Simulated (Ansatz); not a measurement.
Input for Ansatz (plane-wave DFT, PAW):

```yaml
crystal:
  lattice:
    - [0.0, 1.9901821518, 1.9901821518]
    - [1.9901821518, 0.0, 1.9901821518]
    - [1.9901821518, 1.9901821518, 0.0]
  atoms:
    - { symbol: S, position: [0.0, 0.0, 0.0] }
basis:
  ecutwfc: 420
kpoints:
  mp_grid: { grid: [18, 18, 18] }
hamiltonian:
  xc: pbe
scf:
  occupations: { method: gaussian, width: 0.1 }
output:
  forces: true
  stress: true
  eigenvalues: true
```

It can be run as
```bash
ansatz run input.yaml --threads 1 --pin off --backend cpu --events-out ev --progress --plain --runs-dir out  # memory cap (--max-ram) not shown
```

Method: DFT PBE, scalar-relativistic, plane waves, PAW (Ansatz 0.2.0).

From the run's log, abridged:

```
Pseudopotentials: kind: paw
Pseudopotential: S, paw, valence charge 6, recommended cutoff 420 eV (normal)
Functional definition: PBE
Crystal: 1 atom, lattice volume = 15.766 Å³
Basis set: ecut = 420 eV, 331 PW (Γ), exchange–correlation on 40×40×40 points (8 copies of the dense FFT grid, shifted against one another)
Bands: 7, of which v1, the nominal top of the filled ones, is band 3 counted from 1 (2 counted from 0)
Symmetry: 48 space group operations
Space group: Fm-3m (ITA 225), of the structure as read, at distance tolerance 2.5e-5 Å
k-points: 195 of 5832
Initial density: superposition of atomic densities (neutral atoms: chi_scale 0, normalization atom), corrected by the library's trained network
Initial wavefunctions: pseudopotential atomic-orbital guess
Functional: x = pbe(κ = 0.804, μ = 0.21951497), c = pbe(β = 0.06672455)
SCF iter   1: F=—  HF=-900.780776 eV  |F-HF|=—  |Δ(HF+E_count)|=         —  Δρ=1.96e-3  dr2=4.20e-4  ethr=1.77e-3  ⟨swp⟩=7.3  Hψ=12460  notcnv=0
SCF iter   2: F=—  HF=-900.781079 eV  |F-HF|=—  |Δ(HF+E_count)|=   3.03e-4  Δρ=9.91e-4  dr2=1.05e-4  ethr=7.01e-6  ⟨swp⟩=2.0  Hψ=3284  notcnv=0
SCF iter   3: F=—  HF=-900.781169 eV  |F-HF|=—  |Δ(HF+E_count)|=   8.97e-5  Δρ=1.94e-4  dr2=5.73e-6  ethr=1.76e-6  ⟨swp⟩=2.2  Hψ=1810  notcnv=0
SCF iter   4: F=—  HF=-900.781169 eV  |F-HF|=—  |Δ(HF+E_count)|=   3.04e-7  Δρ=1.37e-4  dr2=2.83e-6  ethr=9.54e-8  ⟨swp⟩=1.0  Hψ=1297  notcnv=0
SCF iter   5: F=-900.781168 eV  HF=-900.781168 eV  |F-HF|=2.63e-8  |Δ(HF+E_count)|=   1.12e-6  Δρ=1.68e-5  dr2=4.49e-8  ethr=4.72e-8  ⟨swp⟩=2.1  Hψ=1865  notcnv=0
SCF iter   6: F=-900.781168 eV  HF=-900.781168 eV  |F-HF|=9.04e-10  |Δ(HF+E_count)|=   1.74e-8  Δρ=3.06e-6  dr2=1.51e-9  ethr=7.48e-10  ⟨swp⟩=2.7  Hψ=5073  notcnv=0
SCF 1 converged in 6 iterations: F = -900.781168 eV  dr2 = 1.51e-9
SCF converged after 6 iterations
Free energy (F): -900.781168 eV
Harris-Foulkes:  -900.781168 eV  (|F-HF|=9.04e-10)
Internal energy: -900.776453 eV  (E = F + TS)
E sigma→0 (E₀):  -900.778810 eV
Entropy (-TS):   -0.004716 eV (-4.716 meV/atom)
Fermi energy:    9.104068 eV
--- Per-component energies (eV) ---
  E_band       = 16.123433
  E_kinetic    = 103.904357
  E_local      = -52.823076  (includes V_loc(G=0)·N_el)
  E_nonlocal   = 29.458982
  E_hartree    = 13.173713
  E_xc         = -95.877225
  E_vxc        = -85.914488  (∫ρ·V_xc dr)
  E_paw        = -600.055863  (= ΣΔE_a)
  E_vpaw       = -4.849530  (= ΣTr[D̂ρ^β])
  E_aug_tail   = 0.000002  (compensation charges beyond the density's cutoff)
  E_ewald      = -298.557343
  E_smearing   = -0.004716  (= −TS)
--- Forces (eV/Å), atoms counted from 1 ---
  atom   1  S      0.00000000     0.00000000     0.00000000
--- Stress (GPa, compression-positive) ---
        0.504957       0.000000       0.000000
        0.000000       0.504957       0.000000
        0.000000       0.000000       0.504957
  P = ⅓ Tr σ = 0.5050 GPa (5.050 kbar)
--- Band table (eV; the first three rows and the last of 195) ---
  k-point 0: bands = ["-7.6787", "12.2962", "12.2962", "12.2962", "20.8984", "20.8984", "20.8984"]
  k-point 1: bands = ["-7.6053", "11.8746", "12.2400", "12.2400", "20.7810", "21.0249", "21.0249"]
  k-point 2: bands = ["-7.3862", "10.7719", "12.0871", "12.0871", "20.4344", "21.3455", "21.3455"]
  k-point 194: bands = ["-1.6770", "4.1761", "5.0064", "6.5794", "18.8571", "20.8969", "23.2126"]
```

The calculation finished and met its thresholds.

Spin polarisation was left out, and a magnetic state may lie lower.